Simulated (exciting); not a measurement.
# Ge (Fd-3m) in exciting: notebook

The runs below take Ge through band structure, effective masses, with LDA, PBEsol.

Program: exciting (release sodium). These are calculated values, not measurements. Logs are shortened: lines on timing, memory, paths and dates and some standing lists are left out, and cuts for length are marked.

**Measured values to compare with.**

From “Temperature-dependent photoluminescence in Ge: experiment and theory”, 2020, arxiv:2003.00143, for a bulk crystal of Ge at 0 K: band gap 0.744 eV (indirect).

The runs below are set against these values where they give the same quantity.

### Step 1. The crystal as given

Symmetry: Fd-3m, No. 227, cubic system. Conventional cell: a = 5.658 Å, b = 5.658 Å, c = 5.658 Å, α = 90.00°, β = 90.00°, γ = 90.00°. Around Ge (site symmetry -43m) lie 4 Ge at 2.45 Å.

### Step 2. Band structure, LDA

Input file input.xml:

```xml
<input>
  <title>Ge</title>
  <structure speciespath="./" tshift="false">
    <crystal scale="1">
      <basevect>0.000000000000 5.345865131215 5.345865131215</basevect>
      <basevect>5.345865131215 0.000000000000 5.345865131215</basevect>
      <basevect>5.345865131215 5.345865131215 0.000000000000</basevect>
    </crystal>
    <species speciesfile="Ge.xml" rmt="2">
      <atom coord="0.750000000000 0.750000000000 0.750000000000"/>
      <atom coord="0.500000000000 0.500000000000 0.500000000000"/>
    </species>
  </structure>
  <groundstate do="fromscratch" ngridk="8 8 8" rgkmax="9" gmaxvr="14" lmaxapw="10" lmaxmat="10" lmaxvr="8" xctype="LDA_PW" stype="Fermi Dirac" swidth="0.00183747" nempty="10" ValenceRelativity="iora*" epsengy="1e-05" epspot="1e-05" maxscl="60" outputlevel="high"/>
  <properties>
    <bandstructure>
      <plot1d>
        <path steps="80">
          <point coord="0 0 0" label="G"/>
          <point coord="0.5 0 0.5" label="X"/>
          <point coord="0.5 0.25 0.75" label="W"/>
          <point coord="0.375 0.375 0.75" label="K"/>
          <point coord="0 0 0" label="G"/>
          <point coord="0.5 0.5 0.5" label="L"/>
          <point coord="0.625 0.25 0.625" label="U"/>
          <point coord="0.5 0.25 0.75" label="W"/>
          <point coord="0.5 0.5 0.5" label="L"/>
          <point coord="0.375 0.375 0.75" label="K" breakafter="true"/>
          <point coord="0.625 0.25 0.625" label="U"/>
          <point coord="0.5 0 0.5" label="X"/>
        </path>
      </plot1d>
    </bandstructure>
  </properties>
</input>
```

Potentials or basis: all-electron LAPW+lo, shipped species files, valence relativity iora*.

On the command line:

```console
$ OMP_NUM_THREADS=1 exciting_smp
```

INFO.OUT:

```text
================================================================================
EXCITING SODIUM started
[... 10 lines left out ...]

 Lattice vectors (cartesian) :
      0.0000000000      5.3458651312      5.3458651312
      5.3458651312      0.0000000000      5.3458651312
      5.3458651312      5.3458651312      0.0000000000

 Reciprocal lattice vectors (cartesian) :
     -0.5876677725      0.5876677725      0.5876677725
      0.5876677725     -0.5876677725      0.5876677725
      0.5876677725      0.5876677725     -0.5876677725

 Unit cell volume                           :     305.5511969860
 Brillouin zone volume                      :       0.8118122786

 Species :    1 (Ge)
     parameters loaded from                 :    Ge.xml
     name                                   :    germanium
     nuclear charge                         :     -32.00000000
     electronic charge                      :      32.00000000
     atomic mass                            :  132359.93290000
     muffin-tin radius                      :       2.00000000
     # of radial points in muffin-tin       :     350

     atomic positions (lattice) :
       1 :   0.75000000  0.75000000  0.75000000
       2 :   0.50000000  0.50000000  0.50000000

 Total number of atoms per unit cell        :       2

 Spin treatment                             :    spin-unpolarised

 Number of Bravais lattice symmetries       :      48
 Number of crystal symmetries               :      24

 k-point grid                               :       8    8    8
 Total number of k-points                   :      43
 k-point set is reduced with crystal symmetries

 R^MT_min * |G+k|_max (rgkmax)              :       9.00000000
 Species with R^MT_min                      :       1 (Ge)
 Maximum |G+k| for APW functions            :       4.50000000
 Maximum |G| for potential and density      :      14.00000000
 Polynomial order for pseudochg. density    :       9

 G-vector grid sizes                        :      36    36    36
 Total number of G-vectors                  :   14163

 Maximum angular momentum used for
     APW functions                          :      10
     computing H and O matrix elements      :      10
     potential and density                  :       8
     inner part of muffin-tin               :       2

 Total nuclear charge                       :     -64.00000000
 Total electronic charge                    :      64.00000000
 Total core charge                          :      36.00000000
 Total valence charge                       :      28.00000000

 Effective Wigner radius, r_s               :       1.04457221

 Number of empty states                     :      10
 Total number of valence states             :      25

 Maximum Hamiltonian size                   :     517
 Maximum number of plane-waves              :     489
 Total number of local-orbitals             :      28

 Exchange-correlation type                  :       3
     Perdew-Wang, Phys. Rev. B 45, 13244 (1992)

 Smearing scheme                            :    Fermi-Dirac
[... 9 lines left out ...]
* Groundstate module started                                                   *
********************************************************************************
 Output level for this task is set to high

++++++++++++++++++++++++++++++++++++++++++++++++++++++++++++++++++++++++++++++++
[... 5 lines left out ...]
+ SCF iteration number :    1                                                  +
++++++++++++++++++++++++++++++++++++++++++++++++++++++++++++++++++++++++++++++++
 Total energy                               :     -4191.25885437
 _______________________________________________________________
 Fermi energy                               :         0.19034645
 Kinetic energy                             :      4279.30055161
 Coulomb energy                             :     -8317.01476972
 Exchange energy                            :      -147.79590753
 Correlation energy                         :        -5.74872873
 Sum of eigenvalues                         :     -2413.32517909
 Effective potential energy                 :     -6692.62573070
 Coulomb potential energy                   :     -6489.25561540
 xc potential energy                        :      -203.37011530
 Hartree energy                             :      1375.31488188
 Electron-nuclear energy                    :     -9239.88537917
 Nuclear-nuclear energy                     :      -452.44427244
 Madelung energy                            :     -5072.38696202
 Core-electron kinetic energy               :         0.00000000

 DOS at Fermi energy (states/Ha/cell)       :         1.76337693

 Electron charges :
     core                                   :        36.00000000
     core leakage                           :         0.00665321
     valence                                :        28.00000000
     interstitial                           :         4.81541456
     charge in muffin-tin spheres :
                  atom     1    Ge          :        29.59229272
                  atom     2    Ge          :        29.59229272
     total charge in muffin-tins            :        59.18458544
     total charge                           :        64.00000000

++++++++++++++++++++++++++++++++++++++++++++++++++++++++++++++++++++++++++++++++
+ SCF iteration number :    2                                                  +
++++++++++++++++++++++++++++++++++++++++++++++++++++++++++++++++++++++++++++++++
 Total energy                               :     -4192.13167874
 _______________________________________________________________
 Fermi energy                               :         0.19291607
 Kinetic energy                             :      4279.13737033
 Coulomb energy                             :     -8317.68686264
 Exchange energy                            :      -147.83292974
 Correlation energy                         :        -5.74925669
 Sum of eigenvalues                         :     -2413.59270501
 Effective potential energy                 :     -6692.73007534
 Coulomb potential energy                   :     -6489.31005829
 xc potential energy                        :      -203.42001705
 Hartree energy                             :      1375.93253191
 Electron-nuclear energy                    :     -9241.17512212
 Nuclear-nuclear energy                     :      -452.44427244
 Madelung energy                            :     -5073.03183350
 Core-electron kinetic energy               :         0.00000000

 DOS at Fermi energy (states/Ha/cell)       :         2.07706898

 Electron charges :
     core                                   :        36.00000000
     core leakage                           :         0.00660409
     valence                                :        28.00000000
     interstitial                           :         4.82360114
     charge in muffin-tin spheres :
                  atom     1    Ge          :        29.58819933
                  atom     2    Ge          :        29.58819953
     total charge in muffin-tins            :        59.17639886
     total charge                           :        64.00000000

 RMS change in effective potential (target) :  0.253602E-01  ( 0.100000E-04)
 Absolute change in total energy   (target) :  0.872824      ( 0.100000E-04)
 Charge distance                   (target) :  0.131041E-02  ( 0.100000E-04)
[... 319 lines left out ...]
 Electron charges :
     core                                   :        36.00000000
     core leakage                           :         0.00654571
     valence                                :        28.00000000
     interstitial                           :         4.84894952
     charge in muffin-tin spheres :
                  atom     1    Ge          :        29.57552505
                  atom     2    Ge          :        29.57552543
     total charge in muffin-tins            :        59.15105048
     total charge                           :        64.00000000

 RMS change in effective potential (target) :  0.410099E-08  ( 0.100000E-04)
 Absolute change in total energy   (target) :  0.275237E-05  ( 0.100000E-04)
 Charge distance                   (target) :  0.214886E-08  ( 0.100000E-04)

++++++++++++++++++++++++++++++++++++++++++++++++++++++++++++++++++++++++++++++++
+ SCF iteration number :   12                                                  +
++++++++++++++++++++++++++++++++++++++++++++++++++++++++++++++++++++++++++++++++
 Total energy                               :     -4192.37460247
 _______________________________________________________________
 Fermi energy                               :         0.19741786
 Kinetic energy                             :      4279.23403455
 Coulomb energy                             :     -8318.00904278
 Exchange energy                            :      -147.85043748
 Correlation energy                         :        -5.74915676
 Sum of eigenvalues                         :     -2413.64663633
 Effective potential energy                 :     -6692.88067089
 Coulomb potential energy                   :     -6489.43743279
 xc potential energy                        :      -203.44323810
 Hartree energy                             :      1376.12733755
 Electron-nuclear energy                    :     -9241.69210790
 Nuclear-nuclear energy                     :      -452.44427244
 Madelung energy                            :     -5073.29032639
 Core-electron kinetic energy               :         0.00000000

 DOS at Fermi energy (states/Ha/cell)       :         3.31525587

 Electron charges :
     core                                   :        36.00000000
     core leakage                           :         0.00654571
     valence                                :        28.00000000
     interstitial                           :         4.84894952
     charge in muffin-tin spheres :
                  atom     1    Ge          :        29.57552506
                  atom     2    Ge          :        29.57552542
     total charge in muffin-tins            :        59.15105048
     total charge                           :        64.00000000

 RMS change in effective potential (target) :  0.706740E-09  ( 0.100000E-04)
 Absolute change in total energy   (target) :  0.658392E-07  ( 0.100000E-04)
 Charge distance                   (target) :  0.108033E-08  ( 0.100000E-04)

++++++++++++++++++++++++++++++++++++++++++++++++++++++++++++++++++++++++++++++++
| Convergency criteria checked for the last 2 iterations                       +
| Convergence targets achieved. Performing final SCF iteration                 +
++++++++++++++++++++++++++++++++++++++++++++++++++++++++++++++++++++++++++++++++
 Total energy                               :     -4192.37460207
 _______________________________________________________________
 Fermi energy                               :         0.19741786
 Kinetic energy                             :      4279.23403466
 Coulomb energy                             :     -8318.00904251
 Exchange energy                            :      -147.85043746
 Correlation energy                         :        -5.74915676
 Sum of eigenvalues                         :     -2413.64663631
 Effective potential energy                 :     -6692.88067097
 Coulomb potential energy                   :     -6489.43743290
 xc potential energy                        :      -203.44323807
 Hartree energy                             :      1376.12733717
 Electron-nuclear energy                    :     -9241.69210724
 Nuclear-nuclear energy                     :      -452.44427244
 Madelung energy                            :     -5073.29032606
 Core-electron kinetic energy               :         0.00000000

 DOS at Fermi energy (states/Ha/cell)       :         3.31525592

 Electron charges :
     core                                   :        36.00000000
     core leakage                           :         0.00654571
     valence                                :        28.00000000
     interstitial                           :         4.84894952
     charge in muffin-tin spheres :
                  atom     1    Ge          :        29.57552506
                  atom     2    Ge          :        29.57552542
     total charge in muffin-tins            :        59.15105048
     total charge                           :        64.00000000

++++++++++++++++++++++++++++++++++++++++++++++++++++++++++++++++++++++++++++++++
[... 9 lines left out ...]
| EXCITING SODIUM stopped                                                      =
================================================================================
```

It took 2.3 min on 1 thread of Intel Xeon Platinum 8488C (Sapphire Rapids), shared host; peak memory 0.15 GiB.

Results:

```
Free energy                                       : -114080.3256 eV
Band gap on the k mesh                            : none (metal or under the smearing width)
All electrons inside the program's atomic spheres : Ge 29.58 (radii Ge 2.0 bohr)
```

Levels at the corners of the path, in eV from the Fermi level:
```tsv
point	band 11	band 12	band 13	band 14	band 15	band 16	band 17	band 18
Γ	-12.79	-0.17	0.03	0.03	0.03	2.55	2.55	2.55
X	-8.92	-8.92	-3.05	-3.05	0.69	0.69	9.43	9.43
W	-8.82	-8.82	-3.89	-3.89	4.26	4.26	4.68	4.68
K	-9.39	-8.33	-4.32	-2.61	1.10	4.04	7.12	7.35
Γ	-12.79	-0.17	0.03	0.03	0.03	2.55	2.55	2.55
L	-10.71	-7.62	-1.38	-1.38	0.07	3.75	3.75	7.00
U	-9.39	-8.33	-4.32	-2.61	1.10	4.04	7.12	7.35
W	-8.82	-8.82	-3.89	-3.89	4.26	4.26	4.68	4.68
L	-10.71	-7.62	-1.38	-1.38	0.07	3.75	3.75	7.00
K	-9.39	-8.33	-4.32	-2.61	1.10	4.04	7.12	7.35
U	-9.39	-8.33	-4.32	-2.61	1.10	4.04	7.12	7.35
X	-8.92	-8.92	-3.05	-3.05	0.69	0.69	9.43	9.43
```

Caveat: the log's total energy holds no entropy term; the free energy is that total less TS from the occupations; this crystal is a semiconductor, whose small gap the functional closes, so the metal is an error of the method.

(Continued in part 2 of 2.)
